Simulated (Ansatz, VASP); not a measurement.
## Al: VASP beside Ansatz

```
CELL_PARAMETERS angstrom
0.00000 2.92580 2.92580
2.92580 0.00000 2.92580
2.92580 2.92580 0.00000
ATOMIC_POSITIONS crystal
Al 0.87500 0.87500 0.87500
Al 0.12500 0.12500 0.12500
```

Change from the starting cell: volume scaled by 0.95, LAPW.

Alike in both runs: task single point; functional LDA; k mesh 12 × 12 × 12; occupations fermi-dirac, width 0.08 eV; no spin polarisation.

|  | VASP | Ansatz |
| --- | --- | --- |
| version | VASP 6.6.1 | Ansatz 0.2.0 |
| potentials or method | VASP PAW LDA potentials, release 64 (Al), cutoff 520 eV | all-electron LAPW, scalar-relativistic |

VASP gave:

| Item | Value |
| --- | --- |
| pressure (GPa) | 2.4 |

Task: Which values does Ansatz return?

Result: Pressure (GPa): 2.3.

Ansatz ran all-electron here, so the differences hold the error of VASP's frozen core and of both bases.
